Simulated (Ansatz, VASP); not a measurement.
**ScAl: VASP beside Ansatz**

```
Sc Al
1.0
     2.95454    0.00000    0.00000
     0.00000    2.95454    0.00000
     0.00000    0.00000    2.95454
Sc Al
1 1
Direct
  0.50000 0.50000 0.50000
  0.00000 0.00000 0.00000
```

Alike in both runs: functional r2SCAN; k mesh 1 × 1 × 1; occupations gaussian, width 0.1 eV; no spin polarisation.

Ansatz relaxed the structure, and its values are those at the end. VASP's run is a single point on that final structure, the one shown.

|  | VASP | Ansatz |
| --- | --- | --- |
| version | VASP 6.6.1 | Ansatz 0.2.0 |
| potentials or method | VASP PAW PBE potentials, release 64 (Sc_sv, Al) | scalar-relativistic, plane waves, PAW |
| plane-wave cutoff (eV) | 520 | 500 |
| valence electrons in the cell | 14 | 14 |

Ansatz gave:

* gap on the k mesh at the Fermi level (eV): 7.19
* least direct gap on the mesh (eV): 7.19
* pressure (GPa): 0.0

Problem. Estimate VASP's values.

Solution. gap on the k mesh at the Fermi level (eV): 7.24; least direct gap on the mesh (eV): 7.24; pressure (GPa): -0.6.

With one functional, cell and mesh, what is left measures potentials, basis and numerics.

Caveats: the k mesh is coarse (spacing up to 2.13 Å⁻¹), so the values aren't converged; the PAW data sets were made with another functional, which shifts forces and pressure a little (VASP); an odd mesh through Γ misses points on the zone boundary, where band edges often lie. r2SCAN opens gaps a little over a GGA but as a rule still falls short of measured ones.
